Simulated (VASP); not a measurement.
MoSe2: relaxation of cell and atoms with LDA

Crystal: MoSe2.

```
Mo Se
1.0
     3.28800    0.00000    0.00000
    -1.64400    2.84749    0.00000
     0.00000    0.00000   12.90000
Mo Se
2 4
Cartesian
  0.0000 1.8983 3.2250
  1.6440 0.9492 9.6750
  0.0000 1.8983 8.0625
  1.6440 0.9492 1.6125
  0.0000 1.8983 11.2875
  1.6440 0.9492 4.8375
```

```json
{
 "Program": "VASP 6.6.1",
 "Task": "relaxation of cell and atoms",
 "Functional": "LDA",
 "Potentials or basis": "VASP PAW LDA potentials, release 64 (Mo_sv, Se)",
 "Cutoff": "600 eV",
 "k mesh": "9 × 9 × 2",
 "Occupations": "gaussian, width 0.03 eV",
 "Spin": "no spin polarisation",
 "Further INCAR settings": "ALGO = Normal; EDIFF = 1e-06; IBRION = 2; EDIFFG = -0.01; NSW = 90; ISIF = 3"
}
```

```json
{
 "Relaxed volume": "19.44 Å³/atom",
 "Relaxed cell": "a = 3.252 Å, b = 3.252 Å, c = 12.739 Å, α = 90.00°, β = 90.00°, γ = 120.00°",
 "Space group after relaxing (to 0.05 Å)": "P6_3/mmc (No. 194)",
 "Energy gained by relaxing": "12.2 meV/atom",
 "Ionic steps": "21",
 "Pressure after relaxing": "0.0 GPa",
 "Band gap on the k mesh": "0.83 eV, indirect (least direct gap 1.51 eV)"
}
```

The path:
```tsv
step	energy change (eV)	largest force (eV/Å)	pressure (GPa)	volume (Å³)
1	0.0000	0.6608	1.14	120.78
2	0.0060	0.5839	-4.63	123.26
3	-0.0444	0.0274	-1.78	121.97
4	-0.0592	0.0713	0.45	119.05
5	-0.0612	0.0595	-0.14	119.79
6	-0.0628	0.0903	0.04	119.48
7	-0.0652	0.1853	0.58	118.55
8	-0.0656	0.1785	0.55	118.52
9	-0.0670	0.1592	0.42	118.44
10	-0.0691	0.1217	0.17	118.28
11	-0.0712	0.0470	-0.33	117.96
12	-0.0713	0.0314	-0.43	117.89
13	-0.0720	0.0260	-0.34	117.62
14	-0.0729	0.0160	-0.19	117.15
15	-0.0731	0.0042	0.15	116.20
16	-0.0733	0.0065	-0.03	116.66
17	-0.0733	0.0049	-0.01	116.61
18	-0.0733	0.0059	0.00	116.64
19	-0.0734	0.0008	-0.05	116.67
20	-0.0734	0.0083	-0.08	116.71
21	-0.0734	0.0007	0.01	116.66
```

Final structure:
```xyz
6
Lattice="3.2518 0.0000 0.0000 -1.6259 2.8161 0.0000 0.0000 0.0000 12.7388" Properties=species:S:1:pos:R:3 pbc="T T T"
Mo    0.0000    1.8774    3.1847
Mo    1.6259    0.9387    9.5541
Se    0.0000    1.8774    7.8936
Se    1.6259    0.9387    1.5243
Se    0.0000    1.8774   11.2145
Se    1.6259    0.9387    4.8451
```

Levels at points of the mesh, in eV from the valence-band top:
```csv
k point,band 23,band 24,band 25,band 26,band 27,band 28,band 29,band 30
"(0.00, 0.00, 0.00)",-1.53,-1.27,-0.73,0.00,2.54,2.54,2.62,2.62
"(0.00, 0.00, 0.50)",-1.55,-1.55,-0.18,-0.18,2.56,2.56,2.56,2.56
```

Wall time 6.8 min on 2 MPI ranks on AMD EPYC 9R45 (Zen 5) (shared host), peak memory 0.26 GiB a rank.

Caveat: an odd mesh through Γ misses points on the zone boundary, where band edges often lie. LDA gaps usually lie below the measured ones, often by a third to a half.
